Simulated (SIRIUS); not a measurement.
# Al (Fm-3m) in SIRIUS: convergence with gk cutoff

Aim: find how far gk cutoff must go before the results for Al settle, at LDA. This setting moves, with any that are tied to it; all else stays.

Program: SIRIUS 7.12.0. These are calculated values, not measurements. Logs are shortened: lines on timing, memory, paths and dates and some standing lists are left out, and cuts for length are marked. The log counts tension as positive stress, the text compression.

### 1 The structure

It takes space group Fm-3m (No. 225, cubic). The conventional cell has a = 4.050 Å, b = 4.050 Å, c = 4.050 Å, α = 90.00°, β = 90.00°, γ = 90.00°. Al (site symmetry m-3m) is surrounded by 12 Al at 2.86 Å.

### 2 With gk cutoff 1.87 1/bohr

The input, sirius.json:

```json
{
  "control": {
    "processing_unit": "cpu",
    "std_evp_solver_name": "lapack",
    "gen_evp_solver_name": "lapack",
    "verbosity": 2,
    "print_forces": true,
    "ortho_rf": true,
    "use_second_variation": true,
    "rmt_max": 3.0,
    "num_bands_to_print": 12,
    "save_wf": true
  },
  "parameters": {
    "electronic_structure_method": "full_potential_lapwlo",
    "xc_functionals": ["XC_LDA_X", "XC_LDA_C_PW"],
    "core_relativity": "dirac",
    "valence_relativity": "iora",
    "num_fv_states": 12,
    "smearing": "fermi_dirac",
    "smearing_width": 0.0018374661,
    "pw_cutoff": 20,
    "gk_cutoff": 1.87,
    "lmax_apw": 10,
    "lmax_rho": 8,
    "lmax_pot": 8,
    "num_mag_dims": 0,
    "auto_rmt": 0,
    "ngridk": [11, 11, 11],
    "shiftk": [0, 0, 0],
    "num_dft_iter": 80,
    "energy_tol": 1e-07,
    "density_tol": 1e-05,
    "use_symmetry": true
  },
  "settings": {"tol_ne": 1e-10},
  "iterative_solver": {"type": "exact"},
  "mixer": {"type": "anderson", "beta": 0.5, "max_history": 8},
  "unit_cell": {
    "lattice_vectors": [[0.0, 3.8263269058, 3.8263269058], [3.8263269058, 0.0, 3.8263269058], [3.8263269058, 3.8263269058, 0.0]],
    "atom_types": ["Al"],
    "atom_files": {"Al": "Al.json"},
    "atoms": {"Al": [[0.0, 0.0, 0.0]]}
  }
}
```

The input, Al.json:

```json
{
  "name": "aluminium",
  "symbol": "Al",
  "number": 13,
  "mass": 26.9815386,
  "rmin": 1e-06,
  "rmt": 2.29,
  "nrmt": 800,
  "rinf": 20.43,
  "core": "1s",
  "valence": [
    {"basis": [{"enu": 0.05, "dme": 0, "n": 0, "auto": 0}, {"enu": 0.05, "dme": 1, "n": 0, "auto": 0}]},
    {"l": 0, "n": 1, "basis": [{"enu": 0.1073, "dme": 0, "n": 0, "auto": 0}]},
    {"l": 1, "n": 2, "basis": [{"enu": 0.15, "dme": 0, "n": 0, "auto": 0}]},
    {"l": 2, "n": 3, "basis": [{"enu": 0.15, "dme": 0, "n": 0, "auto": 0}]},
    {"l": 3, "n": 4, "basis": [{"enu": 0.15, "dme": 0, "n": 0, "auto": 0}]}
  ],
  "lo": [
    {
      "l": 0,
      "basis": [{"enu": 0.1073, "dme": 0, "n": 0, "auto": 0}, {"enu": 0.1073, "dme": 1, "n": 0, "auto": 0}]
    },
    {
      "l": 0,
      "basis": [{"enu": -3.695, "dme": 0, "n": 2, "auto": 1}, {"enu": -3.695, "dme": 1, "n": 2, "auto": 1}]
    },
    {
      "l": 0,
      "basis": [{"enu": -3.695, "dme": 1, "n": 2, "auto": 1}, {"enu": 0.1073, "dme": 0, "n": 0, "auto": 0}]
    },
    {
      "l": 0,
      "basis": [{"enu": 0.1073, "dme": 0, "n": 0, "auto": 0}, {"enu": 3.1584, "dme": 0, "n": 0, "auto": 0}]
    },
    {"l": 1, "basis": [{"enu": 0.15, "dme": 0, "n": 0, "auto": 0}, {"enu": 0.15, "dme": 1, "n": 0, "auto": 0}]},
    {
      "l": 1,
      "basis": [{"enu": -2.3097, "dme": 0, "n": 2, "auto": 1}, {"enu": -2.3097, "dme": 1, "n": 2, "auto": 1}]
    },
    {
      "l": 1,
      "basis": [{"enu": -2.3097, "dme": 1, "n": 2, "auto": 1}, {"enu": 0.15, "dme": 0, "n": 0, "auto": 0}]
    },
    {"l": 1, "basis": [{"enu": 0.15, "dme": 0, "n": 0, "auto": 0}, {"enu": 3.6587, "dme": 0, "n": 0, "auto": 0}]},
    {"l": 2, "basis": [{"enu": 0.15, "dme": 0, "n": 0, "auto": 0}, {"enu": 0.15, "dme": 1, "n": 0, "auto": 0}]},
    {"l": 2, "basis": [{"enu": 0.15, "dme": 1, "n": 0, "auto": 0}, {"enu": 0.15, "dme": 2, "n": 0, "auto": 0}]},
    {"l": 2, "basis": [{"enu": 0.15, "dme": 0, "n": 0, "auto": 0}, {"enu": 3.1248, "dme": 0, "n": 0, "auto": 0}]},
    {"l": 3, "basis": [{"enu": 0.15, "dme": 0, "n": 0, "auto": 0}, {"enu": 0.15, "dme": 1, "n": 0, "auto": 0}]}
  ],
  "free_atom": [... radial grid and density of the free atom, the start of the SCF ...]
}
```

The input, sirius_start.json:

```json
{
  "control": {
    "processing_unit": "cpu",
    "std_evp_solver_name": "lapack",
    "gen_evp_solver_name": "lapack",
    "verbosity": 1,
    "print_forces": false,
    "ortho_rf": true,
    "use_second_variation": true,
    "rmt_max": 3.0,
    "num_bands_to_print": 12,
    "save_wf": false
  },
  "parameters": {
    "electronic_structure_method": "full_potential_lapwlo",
    "xc_functionals": ["XC_LDA_X", "XC_LDA_C_PW"],
    "core_relativity": "dirac",
    "valence_relativity": "iora",
    "num_fv_states": 12,
    "smearing": "fermi_dirac",
    "smearing_width": 0.0055123983,
    "pw_cutoff": 20,
    "gk_cutoff": 1.5,
    "lmax_apw": 10,
    "lmax_rho": 8,
    "lmax_pot": 8,
    "num_mag_dims": 0,
    "auto_rmt": 0,
    "ngridk": [4, 4, 4],
    "shiftk": [0, 0, 0],
    "num_dft_iter": 30,
    "energy_tol": 0.01,
    "density_tol": 0.05,
    "use_symmetry": true
  },
  "settings": {"tol_ne": 1e-10},
  "iterative_solver": {"type": "exact"},
  "mixer": {"type": "anderson", "beta": 0.5, "max_history": 8},
  "unit_cell": {
    "lattice_vectors": [[0.0, 3.8263269058, 3.8263269058], [3.8263269058, 0.0, 3.8263269058], [3.8263269058, 3.8263269058, 0.0]],
    "atom_types": ["Al"],
    "atom_files": {"Al": "Al.json"},
    "atoms": {"Al": [[0.0, 0.0, 0.0]]}
  }
}
```

Potentials or basis: all-electron FP-LAPW, apw+lo standard.

Started as:

```sh
> OMP_NUM_THREADS=1 sirius.scf --input=sirius_start.json --output=start.json
> OMP_NUM_THREADS=1 sirius.scf --input=sirius.json --output=output.json --task=1
```

It took 9.8 s on 1 thread of Arm Neoverse V1, shared host; peak memory 0.25 GiB.

Results:

```
Free energy                                       : -6582.6292 eV
Band gap on the k mesh                            : none (metal or under the smearing width)
All electrons inside the program's atomic spheres : Al 11.37 (radii Al 2.29 bohr)
```

### 3 With gk cutoff 2.21 1/bohr

sirius.json: that of step 2 with these lines changed.

```diff
@@ -22,3 +22,3 @@
     "pw_cutoff": 20,
-    "gk_cutoff": 1.87,
+    "gk_cutoff": 2.21,
     "lmax_apw": 10,
```

Al.json is that of step 2.

sirius_start.json: that of step 2 with these lines changed.

```diff
@@ -22,3 +22,3 @@
     "pw_cutoff": 20,
-    "gk_cutoff": 1.5,
+    "gk_cutoff": 1.77,
     "lmax_apw": 10,
```

Potentials or basis: all-electron FP-LAPW, apw+lo standard.

Started as:

```sh
> OMP_NUM_THREADS=1 sirius.scf --input=sirius_start.json --output=start.json
> OMP_NUM_THREADS=1 sirius.scf --input=sirius.json --output=output.json --task=1
```

It took 9.9 s on 1 thread of Arm Neoverse V1, shared host; peak memory 0.25 GiB.

What came out:

```
Free energy                                       : -6582.8406 eV
Band gap on the k mesh                            : none (metal or under the smearing width)
All electrons inside the program's atomic spheres : Al 11.39 (radii Al 2.29 bohr)
```

### 4 With gk cutoff 2.55 1/bohr

sirius.json: that of step 3 with these lines changed.

```diff
@@ -22,3 +22,3 @@
     "pw_cutoff": 20,
-    "gk_cutoff": 2.21,
+    "gk_cutoff": 2.55,
     "lmax_apw": 10,
```

Al.json is that of step 3.

sirius_start.json: that of step 3 with these lines changed.

```diff
@@ -22,3 +22,3 @@
     "pw_cutoff": 20,
-    "gk_cutoff": 1.77,
+    "gk_cutoff": 2.04,
     "lmax_apw": 10,
```

Started as:

```sh
> OMP_NUM_THREADS=1 sirius.scf --input=sirius_start.json --output=start.json
> OMP_NUM_THREADS=1 sirius.scf --input=sirius.json --output=output.json --task=1
```

It took 10 s on 1 thread of Arm Neoverse V1, shared host; peak memory 0.26 GiB.

What came out:

* Free energy: -6582.9293 eV
* Band gap on the k mesh: none (metal or under the smearing width)
* All electrons inside the program's atomic spheres: Al 11.40 (radii Al 2.29 bohr)

### 5 With gk cutoff 2.9 1/bohr

sirius.json: that of step 4 with these lines changed.

```diff
@@ -22,3 +22,3 @@
     "pw_cutoff": 20,
-    "gk_cutoff": 2.55,
+    "gk_cutoff": 2.9,
     "lmax_apw": 10,
```

Al.json is that of step 4.

sirius_start.json: that of step 4 with these lines changed.

```diff
@@ -22,3 +22,3 @@
     "pw_cutoff": 20,
-    "gk_cutoff": 2.04,
+    "gk_cutoff": 2.32,
     "lmax_apw": 10,
```

Started as:

```sh
> OMP_NUM_THREADS=1 sirius.scf --input=sirius_start.json --output=start.json
> OMP_NUM_THREADS=1 sirius.scf --input=sirius.json --output=output.json --task=1
```

Wall time 11 s (1 thread of Arm Neoverse V1, shared host); peak memory 0.26 GiB.

What came out:

| Item | Value |
| --- | --- |
| Free energy | -6582.9571 eV |
| Band gap on the k mesh | none (metal or under the smearing width) |
| All electrons inside the program's atomic spheres | Al 11.40 (radii Al 2.29 bohr) |

### 6 With gk cutoff 3.24 1/bohr

sirius.json: that of step 5 with these lines changed.

```diff
@@ -22,3 +22,3 @@
     "pw_cutoff": 20,
-    "gk_cutoff": 2.9,
+    "gk_cutoff": 3.24,
     "lmax_apw": 10,
```

Al.json is that of step 5.

sirius_start.json: that of step 5 with these lines changed.

```diff
@@ -22,3 +22,3 @@
     "pw_cutoff": 20,
-    "gk_cutoff": 2.32,
+    "gk_cutoff": 2.59,
     "lmax_apw": 10,
```

Potentials or basis: all-electron FP-LAPW, apw+lo standard.

Started as:

```sh
> OMP_NUM_THREADS=1 sirius.scf --input=sirius_start.json --output=start.json
> OMP_NUM_THREADS=1 sirius.scf --input=sirius.json --output=output.json --task=1
```

Wall time 11 s (1 thread of Arm Neoverse V1, shared host); peak memory 0.27 GiB.

What came out:

| Quantity | Value |
| --- | --- |
| Free energy | -6582.9672 eV |
| Band gap on the k mesh | none (metal or under the smearing width) |
| All electrons inside the program's atomic spheres | Al 11.40 (radii Al 2.29 bohr) |

### 7 With gk cutoff 3.58 1/bohr

sirius.json: that of step 6 with these lines changed.

```diff
@@ -22,3 +22,3 @@
     "pw_cutoff": 20,
-    "gk_cutoff": 3.24,
+    "gk_cutoff": 3.58,
     "lmax_apw": 10,
```

Al.json is that of step 6.

sirius_start.json: that of step 6 with these lines changed.

```diff
@@ -22,3 +22,3 @@
     "pw_cutoff": 20,
-    "gk_cutoff": 2.59,
+    "gk_cutoff": 2.72,
     "lmax_apw": 10,
```

Started as:

```sh
> OMP_NUM_THREADS=1 sirius.scf --input=sirius_start.json --output=start.json
> OMP_NUM_THREADS=1 sirius.scf --input=sirius.json --output=output.json --task=1
```

It took 12 s on 1 thread of Arm Neoverse V1, shared host; peak memory 0.28 GiB.

Results (log left out):

```yaml
Free_energy: -6582.9706 eV
Band_gap_on_the_k_mesh: none (metal or under the smearing width)
All_electrons_inside_the_program's_atomic_spheres: Al 11.40 (radii Al 2.29 bohr)
```

### 8 With gk cutoff 3.92 1/bohr

sirius.json: that of step 7 with these lines changed.

```diff
@@ -22,3 +22,3 @@
     "pw_cutoff": 20,
-    "gk_cutoff": 3.58,
+    "gk_cutoff": 3.92,
     "lmax_apw": 10,
```

Al.json is that of step 7.

sirius_start.json is that of step 7.

Potentials or basis: all-electron FP-LAPW, apw+lo standard.

Started as:

```sh
> OMP_NUM_THREADS=1 sirius.scf --input=sirius_start.json --output=start.json
> OMP_NUM_THREADS=1 sirius.scf --input=sirius.json --output=output.json --task=1
```

The log of the run:

```text
[info] SIRIUS version : 7.12.0
[info] number of MPI ranks           : 1
[info] MPI grid                      : 1 1
[info] maximum number of OMP threads : 1
[fft] FFT context for density and potential
[fft] =====================================
[fft]   plane wave cutoff                     : 20
[fft]   grid size                             : 40 40 40   total : 64000
[fft]   grid limits                           : -19 20   -19 20   -19 20
[fft]   number of G-vectors within the cutoff : 15089
[fft]   number of G-shells                    : 438
[fft] FFT context for coarse grid
[fft] =====================================
[fft]   plane wave cutoff                     : 7.84
[fft]   grid size                             : 16 16 16   total : 4096
[fft]   grid limits                           : -7 8   -7 8   -7 8
[fft]   number of G-vectors within the cutoff : 941
[fft]   number of G-shells                    : 41
[unit cell] lattice vectors
[unit cell]   a1 :       0.0000000000      3.8263269058      3.8263269058
[unit cell]   a2 :       3.8263269058      0.0000000000      3.8263269058
[unit cell]   a3 :       3.8263269058      3.8263269058      0.0000000000
[unit cell] reciprocal lattice vectors
[unit cell]   b1 :      -0.8210465888      0.8210465888      0.8210465888
[unit cell]   b2 :       0.8210465888     -0.8210465888      0.8210465888
[unit cell]   b3 :       0.8210465888      0.8210465888     -0.8210465888
[unit cell] unit cell volume :       112.04080243 [a.u.^3]
[unit cell] 1/sqrt(omega)    :         0.09447391
[unit cell] MT volume        :        50.30313549 (44.90%)
[unit cell] IT volume        :        61.73766694 (55.10%)
[unit cell] number of atom types : 1
[unit cell] type id : 0 symbol : Al mt_radius :   2.290000 num_atoms : 1
[unit cell] total number of atoms : 1
[unit cell] number of symmetry classes : 1
[unit cell] atom id  type id  class id             position                      vector_field
[unit cell] ------------------------------------------------------------------------------------------
[unit cell]      0        0        0      0.00000   0.00000   0.00000      0.00000   0.00000   0.00000
[unit cell] atom id         position (Cartesian, a.u.)
[unit cell] ---------------------------------------------
[unit cell]      0       0.000000    0.000000    0.000000
[... 279 lines left out ...]
[diagonalize] ik:    1   -3.521091   -2.131884   -2.131828   -2.131828   -0.149182    0.602317    0.684602    0.684602    0.785523    0.793634    0.793634    0.913948
[diagonalize] ik:    2   -3.521068   -2.132059   -2.131856   -2.131856   -0.124644    0.469293    0.657320    0.657320    0.778925    0.823820    0.823820    0.882897
[diagonalize] ik:    3   -3.521039   -2.132286   -2.131891   -2.131891   -0.084017    0.344099    0.642209    0.642209    0.769725    0.769725    0.771952    0.920507
[diagonalize] ik:    4   -3.521012   -2.132497   -2.131924   -2.131924   -0.027675    0.230596    0.640462    0.640462    0.718098    0.718098    0.774957    0.865847
[diagonalize] ...
[diagonalize] ik:   51   -3.520960   -2.132513   -2.132242   -2.132121    0.168233    0.215620    0.271449    0.393521    0.611071    0.736090    1.036542    1.052289
[diagonalize] ik:   52   -3.520977   -2.132450   -2.132211   -2.132048    0.056812    0.288743    0.340004    0.403034    0.730514    0.782762    0.844387    1.096255
[diagonalize] ik:   53   -3.520967   -2.132443   -2.132286   -2.132081    0.126649    0.209707    0.331490    0.362470    0.763164    0.795990    0.880005    1.000735
[diagonalize] ik:   54   -3.520962   -2.132466   -2.132267   -2.132129    0.148061    0.268631    0.270294    0.323930    0.711349    0.770332    0.920418    1.021675
[diagonalize] ik:   55   -3.520961   -2.132395   -2.132351   -2.132125    0.198788    0.208335    0.258325    0.325986    0.755836    0.856843    0.868633    0.935024
[generate_core_charge_density] atom class : 0
[generate_core_charge_density]   n,l,k : 1 0 1  energy :         -54.84718085
[find] Total energy                   :    -241.91960123 (Ha),    -483.83920247 (Ry)
[find] iteration : 1, RMS (target) : 6.1663e-03 (1.0000e-05) , energy difference (target) : 3.5084e-06 (1.0000e-07)
[find] Total energy                   :    -241.91960174 (Ha),    -483.83920347 (Ry)
[find] iteration : 2, RMS (target) : 3.1098e-04 (1.0000e-05) , energy difference (target) : -5.0289e-07 (1.0000e-07)
[find] Total energy                   :    -241.91960190 (Ha),    -483.83920380 (Ry)
[find] iteration : 3, RMS (target) : 6.8826e-05 (1.0000e-05) , energy difference (target) : -1.6549e-07 (1.0000e-07)
[find] Charges and magnetic moments
[find] --------------------------------------------------------------------------------
[find] atom      charge    core leakage
[find] --------------------------------------------------------------------------------
[find]    0   11.396518    0.000000e+00
[find] total core leakage    : 0.00000000e+00
[find] interstitial charge   : 1.603482
[find] total charge          : 13.000000
[find] Energy
[find] --------------------------------------------------------------------------------
[find] valence_eval_sum               :     -19.58091072
[find] core_eval_sum                  :    -109.69748282
[find] kinetic energy                 :     242.05152964
[find] enuc                           :    -292.29691938
[find] <rho|V^{XC}>                   :     -23.37038928
[find] <rho|E^{XC}>                   :     -17.69442414
[find] <mag|B^{XC}>                   :       0.00000000
[find] <rho|V^{H}>                    :    -347.95953390
[find] smearing (-TS)                 :      -0.00014819
[find] SCF correction                 :      -0.00002109
[find] Total energy                   :    -241.91960192 (Ha),    -483.83920384 (Ry)
[find] Free energy (E-TS)             :    -241.91975011 (Ha),    -483.83950023 (Ry)
[find] band gap (eV)                  :       0.00000000
[find] Efermi                         :       0.24946713
[find] iteration : 4, RMS (target) : 5.0311e-06 (1.0000e-05) , energy difference (target) : -1.6477e-08 (1.0000e-07)
[find] converged after 5 SCF iterations!
[find] Charges and magnetic moments
[find] --------------------------------------------------------------------------------
[find] atom      charge    core leakage
[find] --------------------------------------------------------------------------------
[find]    0   11.396518    0.000000e+00
[find] total core leakage    : 0.00000000e+00
[find] interstitial charge   : 1.603482
[find] total charge          : 13.000000
[find] Energy
[find] --------------------------------------------------------------------------------
[find] valence_eval_sum               :     -19.58091072
[find] core_eval_sum                  :    -109.69748282
[find] kinetic energy                 :     242.05152964
[find] enuc                           :    -292.29691938
[find] <rho|V^{XC}>                   :     -23.37038928
[find] <rho|E^{XC}>                   :     -17.69442414
[find] <mag|B^{XC}>                   :       0.00000000
[find] <rho|V^{H}>                    :    -347.95953390
[find] smearing (-TS)                 :      -0.00014819
[find] SCF correction                 :      -0.00002109
[find] Total energy                   :    -241.91960192 (Ha),    -483.83920384 (Ry)
[find] Free energy (E-TS)             :    -241.91975011 (Ha),    -483.83950023 (Ry)
[find] band gap (eV)                  :       0.00000000
[find] Efermi                         :       0.24946713
[ground_state]
[ground_state] ==== total Forces in Ha/bohr =====
[ground_state] atom:    0, force:       0.0000000      0.0000000      0.0000000
[ground_state] ==== contribution from density =====
[ground_state] atom:    0, force:       0.0000000      0.0000000      0.0000000
[ground_state] ==== contribution from Hartree potential =====
[ground_state] atom:    0, force:       0.0000000      0.0000000      0.0000000
[ground_state] ==== contribution from IBS =====
[ground_state] atom:    0, force:       0.0000000      0.0000000      0.0000000
```

Wall time 13 s (1 thread of Arm Neoverse V1, shared host); peak memory 0.3 GiB.

Results:

| Item | Value |
| --- | --- |
| Free energy | -6582.9718 eV |
| Band gap on the k mesh | none (metal or under the smearing width) |
| All electrons inside the program's atomic spheres | Al 11.40 (radii Al 2.29 bohr) |

### 9 The series at a glance

```tsv
gk cutoff	energy less the tightest run, at zero smearing (meV/atom)	SCF cycles	CPU time (s)	peak memory (GiB)
1.87 1/bohr	342.62	5	9.8	0.25
2.21 1/bohr	131.15	5	9.9	0.25
2.55 1/bohr	42.45	5	10	0.26
2.9 1/bohr	14.62	5	11	0.26
3.24 1/bohr	4.60	5	11	0.27
3.58 1/bohr	1.16	5	12	0.28
3.92 1/bohr	0.00	5	13	0.3
```

Not settled before the last step: the energy (to 1 meV/atom). The tightest run that finished is the yardstick and may itself not be fully converged.
